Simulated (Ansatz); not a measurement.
# AlNi: properties at the relaxed cell

The task here is to estimate one member of a computed series from the others.

Computed with Ansatz 0.2.0 (DFT PBEsol, scalar-relativistic, plane waves, PAW, unless a step's input says otherwise).

1 further run of the same task is left out (set aside as unsound or not needed).

### The starting structure

Symmetry: P4/mmm, No. 123, tetragonal system. The conventional cell has a = 2.859 Å, b = 2.859 Å, c = 2.869 Å, α = 90.00°, β = 90.00°, γ = 90.00°. Al (site symmetry 4/mmm) is surrounded by 8 Ni at 2.48 Å. Ni (site symmetry 4/mmm) is surrounded by 8 Al at 2.48 Å.

Structure file:

```
Al Ni
1.0
     2.02133   -2.02135    0.00000
     2.02133    2.02135    0.00000
     0.00000    0.00000    2.86941
Al Ni
1 1
Cartesian
  0.0000 0.0000 0.0000
  2.0213 0.0000 1.4347
```

It goes back to an entry of the Materials Project, which need not be the stable form.

This cell was relaxed beforehand with the same method: volume 11.72 Å³/atom, gap on the mesh none (metal).

Set-up of the first run:

Input file input.yaml:

```yaml
crystal:
  lattice:
    - [2.0213280873, -2.0213497885, 0.0]
    - [2.0213280873, 2.0213497885, 0.0]
    - [0.0, 0.0, 2.8694088113]
  atoms:
    - { symbol: Al, position: [0.0, 0.0, 0.0] }
    - { symbol: Ni, position: [0.5, 0.5, 0.5] }
basis:
  ecutwfc: 420
kpoints:
  mp_grid: { grid: [16, 16, 14] }
  band_path:
    path:
      - [[0.0, 0.0, 0.0], [0.0, 0.5, 0.0], [0.5, 0.49999463, 0.0], [0.0, 0.0, 0.0], [0.0, 0.0, 0.5], [0.0, 0.5, 0.5], [0.5, 0.49999463, 0.5], [0.0, 0.0, 0.5]]
      - [[0.0, 0.5, 0.0], [0.0, 0.5, 0.5]]
      - [[0.5, 0.49999463, 0.0], [0.5, 0.49999463, 0.5]]
    npoints: 14
hamiltonian:
  xc: pbesol
scf:
  occupations: { method: gaussian, width: 0.1 }
  n_extra_bands: 6
output:
  forces: true
  stress: true
  eigenvalues: true
  populations: true
  dos: { projected: true, de: 0.02, nscf_kmesh: { grid: [24, 24, 21] } }
  bader: true
  write_density: true
  write_potential: true
  elf: true
  volumetric_format: npy
```

Run with:

```bash
$ ansatz run input.yaml --threads 1 --pin off --max-ram 2560MiB --backend cpu --events-out ev --progress --plain --runs-dir out
```

Among the steps run: Bands, states and charges; The cell as listed, for comparison; The cell scaled to 0.97 of its volume; Volume × 1.03; Point at V/V0 = 0.94; Volume × 1.06; The cell scaled to 0.91 of its volume; The cell scaled to 1.10 of its volume; Volume × 0.88.

One of the session's tables, all rows but one given; the rest of the session is left out.

```
volume (Å³/atom)  energy above the lowest point (meV/atom)  pressure (GPa)
          10.317                                     114.3           29.18
          10.669                                         ?               ?
          11.020                                      25.4           12.25
          11.372                                       6.0            5.63
          11.724                                       0.0            0.00
          12.076                                       5.4           -4.81
          12.427                                      20.6           -8.90
          12.896                                      53.6          -13.43
```

Q: Estimate the row for volume (Å³/atom) = 10.669 from the others.

Worked estimate for «energy above the lowest point (meV/atom)». A straight line through the neighbours (10.317, 114.3) and (11.020, 25.4) gives 114.3 + (25.4 − 114.3) × (10.669 − 10.317) / (11.020 − 10.317) = 69.8; a parabola fitted to 3 rows on both sides gives 61.4.

As computed: energy above the lowest point (meV/atom): 60.6; pressure (GPa): 20.03. In «energy above the lowest point (meV/atom)» the line misses by +9.2 and the parabola by +0.8.

To keep in mind: Spin polarisation is off in the runs that give these values; a magnetic solution could lie lower. Warnings in the runs' records: near symmetry operations not taken.
